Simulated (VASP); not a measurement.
# Al: restarted molecular dynamics, 2 variants

Al, P6_3/mmc (no. 194), 8 atoms in the cell. PBE, molecular dynamics; PAW potentials Al (PBE set).

| Restart from | Temperature at the end (K) | The same without a restart (K) | Potential energy at the end (eV/atom) | The same without a restart (eV/atom) | Electronic steps in the first step after the restart | Time (s) |
|---|---|---|---|---|---|---|
| CONTCAR with velocities, WAVECAR read | 354.0 | 354.0 | -3.62160 | -3.62160 | 4 | 90 |
| CONTCAR with velocities, no WAVECAR | 354.0 | 354.0 | -3.62160 | -3.62160 | 13 | 94 |

Limits: 120 fs of 8 atoms are too short for converged averages; the cell is only 4.9 Å across, so each atom moves in step with near copies of itself.

## Input of the first row

INCAR.step1:
```
SYSTEM = Al
ALGO = Fast ; EDIFF = 1E-6
ENCUT = 240 ; GGA = PE
IBRION = 0 ; ISIF = 2
ISMEAR = -1 ; ISYM = 0
KPAR = 2 ; LASPH = .TRUE.
LCHARG = .FALSE. ; LREAL = Auto
LWAVE = .TRUE. ; MDALGO = 2
NELM = 60 ; NELMIN = 4
NSW = 30 ; POTIM = 2.0
PREC = Normal ; RANDOM_SEED = 238334 0 0
SIGMA = 0.05 ; SMASS = 0
TEBEG = 600
```

INCAR.step2, as INCAR.step1 but for:
```
- LWAVE = .TRUE.
+ LWAVE = .FALSE.
```

KPOINTS:
```
k-points
0
Gamma
  3 3 3
```

POSCAR.step1:
```
Al
1.0
    5.6249107030      0.0000000000      0.0000000000
   -2.8124553514      4.8713155628      0.0000000000
    0.0000000000      0.0000000000      4.8668500000
Al
8
Direct
    0.1666666666      0.3333333334      0.2500000000
    0.1666666667      0.8333333334      0.2500000000
    0.6666666667      0.3333333334      0.2500000000
    0.6666666667      0.8333333334      0.2500000000
    0.3333333334      0.1666666666      0.7500000000
    0.3333333334      0.6666666667      0.7500000000
    0.8333333333      0.1666666666      0.7500000000
    0.8333333334      0.6666666667      0.7500000000
```

Commands (each step's output is kept before the next begins):
```
cat potpaw_PBE.64/Al/POTCAR > POTCAR
cp INCAR.step1 INCAR
cp POSCAR.step1 POSCAR
mpirun -np 2 vasp_std > vasp.out
cp CONTCAR POSCAR
cp INCAR.step2 INCAR
mpirun -np 2 vasp_std > vasp.out
```

Changes of the last row against the first:
```
(step 1)
- LWAVE = True
+ LWAVE = False
```

VASP 6.6.1 took 90 s on 2 cores (AMD EPYC 7R13 (Zen 3)), a shared host.
